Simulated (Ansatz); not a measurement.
# HfC: elastic constants, part 2 of 2

The task, for HfC: relax the cell, relax to small forces and stress and get the elastic tensor.

Ansatz 0.2.0; DFT r2SCAN, scalar-relativistic, plane waves, PAW.

## 4. Tight relaxation for the response runs, with the smearing for a metal

Response functions are second derivatives at a minimum, so forces and stress are first brought close to zero on the mesh and occupations that the response runs use.

input.yaml reads:

```yaml
crystal:
  lattice:
    - [0.0, 2.320396814, 2.320396814]
    - [2.320396814, 0.0, 2.320396814]
    - [2.320396814, 2.320396814, 0.0]
  atoms:
    - { symbol: Hf, position: [0.5, 0.5, 0.5] }
    - { symbol: C, position: [0.0, 0.0, 0.0] }
basis:
  ecutwfc: 500
kpoints:
  mp_grid: { grid: [16, 16, 16] }
hamiltonian:
  xc: r2scan
scf:
  occupations: { method: fermi_dirac, width: 0.15 }
output:
  forces: true
  stress: true
  eigenvalues: true
relax:
  adjacent_minimum: "off"
  f_tol: 0.001
  max_steps: 60
  cell: { stress_tol: 0.01 }
```

Run with:

```
> ansatz run input.yaml --threads 1 --pin off --max-ram 2560MiB --backend cpu --events-out ev --progress --plain --runs-dir out
```

What it wrote, shortened:

```text
Warning: RAYON_NUM_THREADS=1 ignored (pool sized by the plan → 1); use --threads N
[...]
Pseudopotentials: kind: paw
Pseudopotential: Hf, paw, valence charge 26, recommended cutoff 500 eV (meta_gga), Hf.paw.azcp
Pseudopotential: C, paw, valence charge 4, recommended cutoff 500 eV (meta_gga), C.paw.azcp
Functional definition: r2SCAN
[...]
Crystal: 2 atoms, lattice volume = 24.987 Å³
Basis set: ecut = 500 eV, 609 PW (Γ), exchange–correlation on 96×96×96 points (64 copies of the dense FFT grid, shifted against one another)
Bands: 19, of which v1, the nominal top of the filled ones, is band 15 counted from 1 (14 counted from 0)
Symmetry: 48 space group operations
Space group: Fm-3m (ITA 225), of the structure as read, at distance tolerance 2.9e-5 Å
k-points: 145 of 4096
[...]
       -0.000091      -0.000000      -0.000000
       -0.000000      -0.000091      -0.000000
       -0.000000      -0.000000      -0.000091
  P = ⅓ Tr σ = -0.0001 GPa (-0.001 kbar)
--- Band table (eV; the first three rows and the last of 145) ---
  k-point 0: bands = ["-42.6994", "-10.4819", "-10.4819", "-10.4819", "7.1225", "8.8768", "8.8768", "8.8768", "8.8790", "8.9682", "8.9682", "8.9682", "21.2609", "21.2609", "21.2609", "21.8100", "21.8100", "21.8100", "23.7499"]
[...]
--- Relaxed structure (3 steps of the walk, 3 accepted, 1 SCFs on fresh bases) ---
  F+E_penalty+E_count = -15986.91030189 eV   max|allowed force component| = 2.212e-29 eV/Å   (the final SCF, on the basis selected at the relaxed cell)
  cell:  # Å, volume = 24.9849 Å³
    - [3.1043630984944844e-33, 2.3203276078125334, 2.3203276078125334]
    - [2.3203276078125334, 0.0, 2.3203276078125334]
    - [2.3203276078125334, 2.3203276078125334, 3.308177979810308e-33]
  atoms:
    - { symbol: Hf, position: [0.5, 0.5, 0.5] }
    - { symbol: C, position: [1.013183904429418e-38, -6.75455936817054e-39, -1.2158206842793074e-37] }
```

Run time: 17 s. Hardware: 1 thread of Intel Xeon 6975P-C (Granite Rapids), shared host; peak memory 0.52 GiB.

Relaxation path:

```
step  energy from step 1 (eV/cell)  largest force component (eV/Å)  pressure (GPa)  volume (Å³)
   1                        0.0000                          0.0000           -0.02        24.99
   2                        0.0000                          0.0000            0.02        24.98
   3                        0.0000                          0.0000            0.00        24.98
   4                        0.0000                          0.0000            0.00        24.98
```

Step 1 is the start. Step 4 repeats the geometry before it on a plane-wave basis chosen anew for that cell, so its energy need not be comparable with the rows above.

Lengths and angles in the start's conventional setting:

|  | before | after | change |
| --- | --- | --- | --- |
| a (Å) | 4.641 | 4.641 | 0.0 % |
| b (Å) | 4.641 | 4.641 | 0.0 % |
| c (Å) | 4.641 | 4.641 | 0.0 % |
| volume (Å³/atom) | 12.49 | 12.49 | 0.0 % |
| shortest distance (Å) | 2.320 | 2.320 | 0.0 % |
| space group (0.01 Å) | Fm-3m | Fm-3m | same |

The run keeps the 48 symmetry operations of the start, so it could not have lowered the symmetry.

## 5. Elastic constants, atoms relaxed

input.yaml reads:

```yaml
crystal:
  lattice:
    - [0.0, 2.3203276078, 2.3203276078]
    - [2.3203276078, 0.0, 2.3203276078]
    - [2.3203276078, 2.3203276078, 0.0]
  atoms:
    - { symbol: Hf, position: [0.5, 0.5, 0.5] }
    - { symbol: C, position: [0.0, 0.0, 0.0] }
basis:
  ecutwfc: 500
kpoints:
  mp_grid: { grid: [16, 16, 16] }
hamiltonian:
  xc: r2scan
scf:
  occupations: { method: fermi_dirac, width: 0.15 }
output:
  forces: true
  stress: true
  eigenvalues: true
elastic:
  mode: relaxed_ion
  amplitude: 0.005
```

Run with:

```
> ansatz run input.yaml --threads 1 --pin off --max-ram 2560MiB --backend cpu --events-out ev --progress --plain --runs-dir out
```

What it wrote:

```text
Warning: RAYON_NUM_THREADS=1 ignored (pool sized by the plan → 1); use --threads N
band count auto-derived: 20 (N_el = 30.0; filled up to band 15; 19 by the electrons, moments and atoms)
Engine: ansatz 0.2.0, x86_64-unknown-linux-gnu
Pseudopotentials: kind: paw
Pseudopotential: Hf, paw, valence charge 26, recommended cutoff 500 eV (meta_gga), Hf.paw.azcp
Pseudopotential: C, paw, valence charge 4, recommended cutoff 500 eV (meta_gga), C.paw.azcp
Functional definition: r2SCAN
  parameter k0 = 0.174
  parameter k1 = 0.065
  parameter a1 = 4.9479
  exchange = r2scan_x(k0 = k0, k1 = k1, a1 = a1)
  correlation = r2scan_c
Crystal: 2 atoms, lattice volume = 24.985 Å³
Basis set: ecut = 500 eV, 609 PW (Γ), exchange–correlation on 100×100×100 points (64 copies of the dense FFT grid, shifted against one another)
Bands: 20, of which v1, the nominal top of the filled ones, is band 15 counted from 1 (14 counted from 0)
Symmetry: 48 space group operations
Space group: Fm-3m (ITA 225), of the structure as read, at distance tolerance 2.9e-5 Å
k-points: 145 of 4096
Non-local potential: Hf, projectors of the file, l = 0: 3, l = 1: 2, l = 2: 2, l = 3: 3
Non-local potential: C, projectors of the file, l = 0: 2, l = 1: 2, l = 2: 1
PAW form: soft (Blöchl's): semilocal exchange-correlation on the pseudo side does not see the compensation charge
PAW frozen core: Hf, regenerated for the run's functional (the file was generated under x = pbe(κ = 0.804, μ = 0.2195149727645171), c = pbe(β = 0.06672455060314922))
PAW frozen core: C, regenerated for the run's functional (the file was generated under x = pbe(κ = 0.804, μ = 0.2195149727645171), c = pbe(β = 0.06672455060314922))
PAW one-centre angular grid: Hf, 974 points (default); XC on 160 Gauss nodes
PAW one-centre angular grid: C, 302 points (default); XC on 239 of its mesh's 2573 points in the sphere
Initial density: superposition of atomic densities (neutral atoms: chi_scale 0, normalization atom), corrected by the library's trained network
Initial wavefunctions: pseudopotential atomic-orbital guess
Functional: x = r2scan, c = r2scan; τ floored in thin density (d = 2e-4 eV/Å³)
SCF iter   1: F=—  HF=-15986.880087 eV  |F-HF|=—  |Δ(HF+E_count)|=         —  Δρ=9.35e-3  dr2=1.47e-2  dr2_τ=1.38e-1  ethr=1.77e-3  ⟨swp⟩=4.3  Hψ=11485  notcnv=0
preconditioner: auto → Kerker (q_TF=auto, 2.813 Å⁻¹)  [metal: Δε(μ)=0.013 eV  Ē_g=19.947 eV  σ=0.150 eV  W_gap=0.02  n_scr=14 (ndim 8)  ℏωp=39.3 eV  f_vac=0.000  D(μ)=0.26/eV (n_scr^D=0)]
SCF iter   2: F=—  HF=-15986.910555 eV  |F-HF|=—  |Δ(HF+E_count)|=   3.05e-2  Δρ=6.15e-3  dr2=1.03e-2  dr2_τ=8.48e-4  ethr=4.90e-5  ⟨swp⟩=2.0  Hψ=6926  notcnv=0  defer=14
SCF iter   3: F=—  HF=-15986.909645 eV  |F-HF|=—  |Δ(HF+E_count)|=   9.10e-4  Δρ=4.28e-3  dr2=3.92e-3  dr2_τ=1.97e-4  ethr=3.44e-5  ⟨swp⟩=2.0  Hψ=3993  notcnv=0  defer=14
SCF iter   4: F=—  HF=-15986.910219 eV  |F-HF|=—  |Δ(HF+E_count)|=   5.74e-4  Δρ=7.10e-4  dr2=8.14e-5  dr2_τ=5.14e-6  ethr=1.31e-5  ⟨swp⟩=2.0  Hψ=3669  notcnv=0  defer=14
SCF iter   5: F=—  HF=-15986.910283 eV  |F-HF|=—  |Δ(HF+E_count)|=   6.44e-5  Δρ=3.51e-4  dr2=3.95e-5  dr2_τ=2.56e-6  ethr=2.71e-7  ⟨swp⟩=2.3  Hψ=4630  notcnv=0  defer=14
SCF iter   6: F=—  HF=-15986.910296 eV  |F-HF|=—  |Δ(HF+E_count)|=   1.29e-5  Δρ=1.01e-4  dr2=2.02e-6  dr2_τ=1.63e-7  ethr=1.32e-7  ⟨swp⟩=2.0  Hψ=3956  notcnv=0  defer=14
SCF iter   7: F=—  HF=-15986.910302 eV  |F-HF|=—  |Δ(HF+E_count)|=   5.91e-6  Δρ=2.38e-5  dr2=9.84e-8  dr2_τ=4.09e-9  ethr=6.72e-9  ⟨swp⟩=2.0  Hψ=4974  notcnv=0  defer=14
SCF iter   8: F=—  HF=-15986.910302 eV  |F-HF|=—  |Δ(HF+E_count)|=   1.96e-7  Δρ=4.75e-6  dr2=4.86e-9  dr2_τ=5.49e-10  ethr=3.28e-10  ⟨swp⟩=2.0  Hψ=5098  notcnv=0  defer=14
SCF iter   9: F=—  HF=-15986.910302 eV  |F-HF|=—  |Δ(HF+E_count)|=   3.38e-9  Δρ=2.39e-6  dr2=1.90e-9  dr2_τ=1.16e-10  ethr=1.62e-11  ⟨swp⟩=2.1  Hψ=4879  notcnv=0  defer=14
SCF iter  10: F=—  HF=-15986.910302 eV  |F-HF|=—  |Δ(HF+E_count)|=  1.67e-10  Δρ=1.87e-7  dr2=5.19e-12  dr2_τ=9.37e-13  ethr=6.34e-12  ⟨swp⟩=2.0  Hψ=3702  notcnv=0  defer=14
[... 2 lines left out ...]
SCF 1 converged in 12 iterations: F = -15986.910302 eV  dr2 = 9.63e-15
Initial density: handed on by an earlier stage of this run
Initial wavefunctions: those handed on with the density
[... 2 lines left out ...]
preconditioner: auto → Kerker (q_TF=auto, 2.813 Å⁻¹)  [metal: Δε(μ)=0.067 eV  Ē_g=19.751 eV  σ=0.150 eV  W_gap=0.11  n_scr=14 (ndim 8)  ℏωp=39.3 eV  f_vac=0.000  D(μ)=0.25/eV (n_scr^D=0)]
[... 1 line left out ...]
SCF 2 converged in 2 iterations: F = -15986.910302 eV  dr2 = 4.26e-15
Crystal: 2 atoms, lattice volume = 24.735 Å³
Symmetry: 16 space group operations
k-points: 349 of 4096
[... 2 lines left out ...]
preconditioner: auto → Kerker (q_TF=auto, 2.817 Å⁻¹)  [metal: Δε(μ)=0.026 eV  Ē_g=19.781 eV  σ=0.150 eV  W_gap=0.04  n_scr=14 (ndim 8)  ℏωp=39.5 eV  f_vac=0.000  D(μ)=0.25/eV (n_scr^D=0)]
[... 11 lines left out ...]
SCF 3 converged in 12 iterations: F = -15986.906116 eV  dr2 = 3.90e-15
Crystal: 2 atoms, lattice volume = 25.235 Å³
Basis set: ecut = 500 eV, 625 PW (Γ), exchange–correlation on 100×100×100 points (64 copies of the dense FFT grid, shifted against one another)
[... 2 lines left out ...]
preconditioner: auto → Kerker (q_TF=auto, 2.808 Å⁻¹)  [metal: Δε(μ)=0.025 eV  Ē_g=19.710 eV  σ=0.150 eV  W_gap=0.04  n_scr=14 (ndim 8)  ℏωp=39.1 eV  f_vac=0.000  D(μ)=0.25/eV (n_scr^D=0)]
[... 9 lines left out ...]
SCF 4 converged in 10 iterations: F = -15986.906407 eV  dr2 = 1.03e-14
Crystal: 2 atoms, lattice volume = 25.110 Å³
Basis set: ecut = 500 eV, 617 PW (Γ), exchange–correlation on 100×100×100 points (64 copies of the dense FFT grid, shifted against one another)
[... 1 line left out ...]
preconditioner: auto → Kerker (q_TF=auto, 2.810 Å⁻¹)  [metal: Δε(μ)=0.020 eV  Ē_g=19.731 eV  σ=0.150 eV  W_gap=0.03  n_scr=14 (ndim 8)  ℏωp=39.2 eV  f_vac=0.000  D(μ)=0.25/eV (n_scr^D=0)]
[... 5 lines left out ...]
SCF 5 converged in 6 iterations: F = -15986.909310 eV  dr2 = 1.89e-14
Crystal: 2 atoms, lattice volume = 24.860 Å³
[... 1 line left out ...]
preconditioner: auto → Kerker (q_TF=auto, 2.815 Å⁻¹)  [metal: Δε(μ)=0.007 eV  Ē_g=19.770 eV  σ=0.150 eV  W_gap=0.01  n_scr=14 (ndim 8)  ℏωp=39.4 eV  f_vac=0.000  D(μ)=0.25/eV (n_scr^D=0)]
[... 4 lines left out ...]
SCF 6 converged in 5 iterations: F = -15986.909275 eV  dr2 = 7.84e-14
Crystal: 2 atoms, lattice volume = 24.984 Å³
Basis set: ecut = 500 eV, 611 PW (Γ), exchange–correlation on 100×100×100 points (64 copies of the dense FFT grid, shifted against one another)
Symmetry: 8 space group operations
k-points: 621 of 4096
[... 2 lines left out ...]
preconditioner: auto → Kerker (q_TF=auto, 2.813 Å⁻¹)  [metal: Δε(μ)=0.006 eV  Ē_g=19.750 eV  σ=0.150 eV  W_gap=0.01  n_scr=14 (ndim 8)  ℏωp=39.3 eV  f_vac=0.000  D(μ)=0.25/eV (n_scr^D=0)]
[... 10 lines left out ...]
SCF 7 converged in 11 iterations: F = -15986.908840 eV  dr2 = 7.21e-15
[... 2 lines left out ...]
preconditioner: auto → Kerker (q_TF=auto, 2.813 Å⁻¹)  [metal: Δε(μ)=0.022 eV  Ē_g=19.750 eV  σ=0.150 eV  W_gap=0.04  n_scr=14 (ndim 8)  ℏωp=39.3 eV  f_vac=0.000  D(μ)=0.25/eV (n_scr^D=0)]
[... 6 lines left out ...]
SCF iter   8: F=—  HF=-15986.908840 eV  |F-HF|=—  |Δ(HF+E_count)|=  1.82e-12  Δρ=6.22e-8  dr2=1.23e-12  dr2_τ=2.07e-14  ethr=3.82e-14 (applied; sched 1.00e-12)  ⟨swp⟩=2.0  Hψ=15556  notcnv=0  defer=51
SCF iter   9: F=-15986.908840 eV  HF=-15986.908840 eV  |F-HF|=0.00e0  |Δ(HF+E_count)|=  7.28e-12  Δρ=1.28e-8  dr2=4.43e-14  dr2_τ=1.36e-15  ethr=1.00e-12  ⟨swp⟩=3.5  Hψ=50004  notcnv=0
SCF 8 converged in 9 iterations: F = -15986.908840 eV  dr2 = 4.43e-14
SCF iter   1: F=—  HF=-15986.909936 eV  |F-HF|=—  |Δ(HF+E_count)|=         —  Δρ=2.50e-7  dr2=4.30e-12  dr2_τ=3.61e-12  ethr=1.00e-12  ⟨swp⟩=9.4  Hψ=84258  notcnv=0  defer=14
preconditioner: auto → Kerker (q_TF=auto, 2.813 Å⁻¹)  [metal: Δε(μ)=0.010 eV  Ē_g=19.751 eV  σ=0.150 eV  W_gap=0.02  n_scr=14 (ndim 8)  ℏωp=39.3 eV  f_vac=0.000  D(μ)=0.25/eV (n_scr^D=0)]
SCF iter   2: F=—  HF=-15986.909936 eV  |F-HF|=—  |Δ(HF+E_count)|=  2.55e-11  Δρ=1.42e-7  dr2=1.85e-12  dr2_τ=3.88e-13  ethr=1.43e-14 (applied; sched 1.00e-12)  ⟨swp⟩=2.0  Hψ=26286  notcnv=0  defer=53
SCF iter   3: F=—  HF=-15986.909936 eV  |F-HF|=—  |Δ(HF+E_count)|=    0.00e0  Δρ=4.09e-8  dr2=4.30e-13  dr2_τ=3.32e-14  ethr=6.15e-15 (applied; sched 1.00e-12)  ⟨swp⟩=2.0  Hψ=19243  notcnv=0  defer=53
SCF iter   4: F=-15986.909936 eV  HF=-15986.909936 eV  |F-HF|=1.27e-11  |Δ(HF+E_count)|=  1.46e-11  Δρ=2.54e-8  dr2=7.76e-14  dr2_τ=1.17e-14  ethr=1.00e-12  ⟨swp⟩=3.1  Hψ=52284  notcnv=0
SCF 9 converged in 4 iterations: F = -15986.909936 eV  dr2 = 7.76e-14
SCF iter   1: F=—  HF=-15986.909936 eV  |F-HF|=—  |Δ(HF+E_count)|=         —  Δρ=2.51e-7  dr2=4.33e-12  dr2_τ=3.61e-12  ethr=1.00e-12  ⟨swp⟩=9.2  Hψ=87134  notcnv=0  defer=12
SCF iter   2: F=—  HF=-15986.909936 eV  |F-HF|=—  |Δ(HF+E_count)|=  2.55e-11  Δρ=1.42e-7  dr2=1.83e-12  dr2_τ=3.89e-13  ethr=1.44e-14 (applied; sched 1.00e-12)  ⟨swp⟩=2.1  Hψ=26362  notcnv=0  defer=53
SCF iter   3: F=—  HF=-15986.909936 eV  |F-HF|=—  |Δ(HF+E_count)|=  7.28e-12  Δρ=3.62e-8  dr2=3.75e-13  dr2_τ=2.65e-14  ethr=6.12e-15 (applied; sched 1.00e-12)  ⟨swp⟩=2.0  Hψ=19252  notcnv=0  defer=53
SCF iter   4: F=-15986.909936 eV  HF=-15986.909936 eV  |F-HF|=5.46e-12  |Δ(HF+E_count)|=  5.46e-12  Δρ=2.48e-8  dr2=7.80e-14  dr2_τ=1.12e-14  ethr=1.00e-12  ⟨swp⟩=3.2  Hψ=53035  notcnv=0
SCF 10 converged in 4 iterations: F = -15986.909936 eV  dr2 = 7.80e-14
SCF converged after 2 iterations
Free energy (F): -15986.910302 eV
Harris-Foulkes:  -15986.910302 eV  (|F-HF|=1.46e-11)
Internal energy: -15986.890968 eV  (E = F + TS)
E sigma→0 (E₀):  -15986.900635 eV
Entropy (-TS):   -0.019334 eV (-9.667 meV/atom)
Fermi energy:    20.234457 eV
--- Per-component energies (eV) ---
  E_band       = 98.224434
  E_kinetic    = 512.499260
  E_local      = -4973.640668  (includes V_loc(G=0)·N_el)
  E_nonlocal   = -1221.562261
  E_hartree    = 2354.440724
  E_xc         = -331.923057
  E_vxc        = -359.875983  (∫ρ·V_xc dr)
  E_paw        = -7052.962373  (= ΣΔE_a)
  E_vpaw       = 1414.296755  (= ΣTr[D̂ρ^β])
  E_aug_tail   = 0.000003  (compensation charges beyond the density's cutoff)
  E_vtau       = 17.625878  (kinetic-family band-sum trace: ∫τ·v_τ [+ j·A + Jᵃ·Aᵃ] dr)
  E_ewald      = -5274.039344
  E_core_change = 0.296748  (= ΣΔE_core)
  E_smearing   = -0.019334  (= −TS)
  E_closure    = 0.000000  (closes the sum)
  Σ components = -15986.910302   (vs F -15986.910302, Δ=0.00e0)
--- Forces (eV/Å), atoms counted from 1 ---
  atom   1  Hf     0.00000000     0.00000000     0.00000000
  atom   2  C     -0.00000000     0.00000000    -0.00000000
  max |Σ_I F_I| component: 9.17e-30 eV/Å
--- Stress (GPa, compression-positive) ---
       -0.000075      -0.000000       0.000000
        0.000000      -0.000075       0.000000
        0.000000       0.000000      -0.000075
  P = ⅓ Tr σ = -0.0001 GPa (-0.001 kbar)
--- Band table (eV; the first three rows and the last of 145) ---
  k-point 0: bands = ["-42.6994", "-10.4819", "-10.4819", "-10.4819", "7.1225", "8.8768", "8.8768", "8.8768", "8.8790", "8.9682", "8.9682", "8.9682", "21.2609", "21.2609", "21.2609", "21.8100", "21.8100", "21.8100", "23.7499", "23.7499"]
  k-point 1: bands = ["-42.6977", "-10.5108", "-10.4846", "-10.4846", "7.2213", "8.8786", "8.8793", "8.8793", "8.8807", "8.9659", "8.9659", "8.9683", "20.5215", "20.7325", "20.7325", "22.0248", "22.0248", "22.2969", "24.2744", "24.2744"]
  k-point 2: bands = ["-42.6930", "-10.5921", "-10.4920", "-10.4920", "7.5065", "8.8836", "8.8866", "8.8866", "8.8889", "8.9597", "8.9597", "8.9686", "19.4127", "19.8795", "19.8795", "22.3771", "22.3771", "22.7547", "25.3979", "25.3979"]
  k-point 144: bands = ["-42.6409", "-10.9103", "-10.9103", "-10.7368", "8.8037", "8.9075", "8.9140", "8.9140", "8.9384", "8.9400", "8.9400", "9.8972", "17.0643", "17.3497", "17.3497", "24.1726", "24.1726", "27.3094", "27.7291", "28.7824"]
--- Elastic constants: 2 strain directions × 4 members + reference (group order 48) ---
  dense FFT box of the reference and of every strained cell: 25×25×25
  strains applied: 11, 23; error gains: componentwise 1.00 (the most a stress slope's error grows in a printed constant), spectral 1.73 (1 for all six strains in a standard setting)
  C = ∂σ_k/∂η_j (tension-positive GPa; Voigt order 11 22 33 23 13 12):
       517.768    108.270    108.270     -0.000      0.000      0.000
       108.270    517.768    108.270     -0.000     -0.000      0.000
       108.270    108.270    517.768      0.000     -0.000     -0.000
         0.000     -0.000     -0.000    187.610     -0.000     -0.000
         0.000     -0.000     -0.000      0.000    187.610      0.000
        -0.000      0.000      0.000     -0.000     -0.000    187.610
  reference stress σ⁰ (GPa):      0.000      0.000      0.000      0.000     -0.000      0.000
  C* (energy form; C + prestress term) asymmetry max|C*_kj − C*_jk| = 1.421e-14 GPa — a small one proves nothing (zero by symmetry where the batch's group is 432, −43m or m−3m); a large one is finite-difference/SCF noise where every solve meets its electron count
  moduli (Voigt/Reuss/Hill, GPa): K = 244.77/244.77/244.77   G = 194.47/194.11/194.29   E = 460.91   ν = 0.186
  mechanically stable: yes (min eigenvalue of sym C = 187.61 GPa)
  strain η (Voigt 11):  stress-route row diagonal C_11 = 517.77 GPa, energy-path curvature d²(F+E_count+ΔE)/dδ²/Ω₀ = 517.78 GPa
    cells at ±δ against ±2δ: C11 517.94 and 518.47 GPa, apart by 0.10 % of the column's largest entry
         δ    σ_11 (GPa)             F (eV)   n_scf  n_hpsi   n_pw
    -1.000e-2      -5.4667      -15986.9061156      12  176640    641   relax 0 steps, max|allowed force component| 3.83e-29 eV/Å
    -5.000e-3      -2.6602      -15986.9092746       5  125170    644   relax 0 steps, max|allowed force component| 2.96e-30 eV/Å
     5.000e-3       2.5193      -15986.9093098       6  143538    650   relax 0 steps, max|allowed force component| 9.52e-30 eV/Å
     1.000e-2       4.9027      -15986.9064074      10  160161    654   relax 0 steps, max|allowed force component| 9.27e-30 eV/Å
  strain η (Voigt 23):  stress-route row diagonal C_44 = 187.61 GPa, energy-path curvature d²(F+E_count+ΔE)/dδ²/Ω₀ = 187.61 GPa
    cells at ±δ against ±2δ: C44 187.61 and 187.59 GPa, apart by 0.01 % of the column's largest entry
         δ    σ_23 (GPa)             F (eV)   n_scf  n_hpsi   n_pw
    -1.000e-2      -1.8759      -15986.9088396      11  305382    650   relax 0 steps, max|allowed force component| 1.59e-28 eV/Å
    -5.000e-3      -0.9380      -15986.9099360       4  198215    648   relax 0 steps, max|allowed force component| 3.90e-29 eV/Å
     5.000e-3       0.9380      -15986.9099360       4  194509    648   relax 0 steps, max|allowed force component| 2.49e-28 eV/Å
     1.000e-2       1.8759      -15986.9088396       9  245732    650   relax 0 steps, max|allowed force component| 7.69e-29 eV/Å
```

Wall time 2.1 min (1 thread of Intel Xeon 6975P-C (Granite Rapids), shared host); peak memory 0.74 GiB.

Derived from the tensor and the density, 12.661 g/cm³, with v_l = √((B+4G/3)/ρ), v_t = √(G/ρ), v_m = [(2/v_t³+1/v_l³)/3]^(−1/3) and Θ = (ħ/k_B)·v_m·(6π²n/V)^(1/3):

| quantity | value |
| --- | --- |
| bulk modulus B | 244.8 GPa |
| shear modulus G | 194.3 GPa |
| B/G | 1.26 |
| universal anisotropy index | 0.01 |
| sound speeds v_l, v_t | 6308, 3917 m/s |
| Debye temperature Θ | 554 K |

## 6. Summary of results

This closing draws on all 2 parts. Changes of volume or cell count from the first structure of part 1.

```
                                                               quantity                                                                      value
                                            relaxed cell (conventional)  a = 4.641 Å, b = 4.641 Å, c = 4.641 Å, α = 90.00°, β = 90.00°, γ = 90.00°
                                                   space group (0.01 Å)                                                            Fm-3m (No. 225)
                                                                 volume                                                              12.49 Å³/atom
formation energy (elements from runs with the same settings, not shown)                                                              -1.09 eV/atom
                                            C11, C12, C44 (relaxed-ion)                                                          518, 108, 188 GPa
                                           B, G, E (Hill) (relaxed-ion)                                                          245, 194, 461 GPa
                                            Poisson ratio (relaxed-ion)                                                                       0.19
                                                      Debye temperature                                                                      554 K
```

What this shows: Relaxation lowered the volume by 0.6 %. The start is a reported cell, which holds thermal expansion that this zero-temperature run lacks. A measured lattice constant a of HfC is 4.641 Å (a printed reference work, monograph); the calculated 4.641 Å misses it by 0.0 %. That is within the rounding of the quoted value. That is the cell relaxed with r2SCAN, without thermal expansion or zero-point motion. It is stable against strain: the least eigenvalue of C is 188 GPa. B/G = 1.26 lies under 1.75, which by Pugh's rule of thumb suggests brittle behaviour; the elastic response is close to isotropic. Spin-orbit coupling is left out for Hf. In a metal such response values depend on mesh and smearing, which were not converged here.
